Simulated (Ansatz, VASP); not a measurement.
## One calculation of Cu, two programs

```
Cu
1.0
    -1.44279    1.44279    1.35544
     1.44279   -1.44279    1.35544
     1.44279    1.44279   -1.35544
Cu
1
Direct
  0.00000 0.00000 0.00000
```

Change from the starting cell: strain +0.000 along x and y, -0.015 along z, atoms carried along.

Alike in both runs: task single point; functional PBEsol; k mesh 24 × 24 × 24; occupations gaussian, width 0.15 eV; no spin polarisation.

|  | VASP | Ansatz |
| --- | --- | --- |
| version | VASP 6.6.1 | Ansatz 0.2.0 |
| potentials or method | VASP PAW PBE potentials, release 64 (Cu) | scalar-relativistic, plane waves, PAW |
| plane-wave cutoff (eV) | 520 | 420 |
| valence electrons in the cell | 11 | 19 |

```csv
,VASP,Ansatz,Ansatz less VASP
gap on the k mesh at the Fermi level (eV),none,none,-
pressure (GPa),2.4,1.1,-1.25
largest component of the traceless stress (GPa),0.09,0.09,+0.001
```

A gap of «none» marks a metal or a gap that the smearing closes. The functional is the same, so the differences come from potentials, cutoffs and numerics. The two sets of potentials don't hold the same shells in valence.

Caveats: the PAW data sets were made with another functional, which shifts forces and pressure a little (VASP).
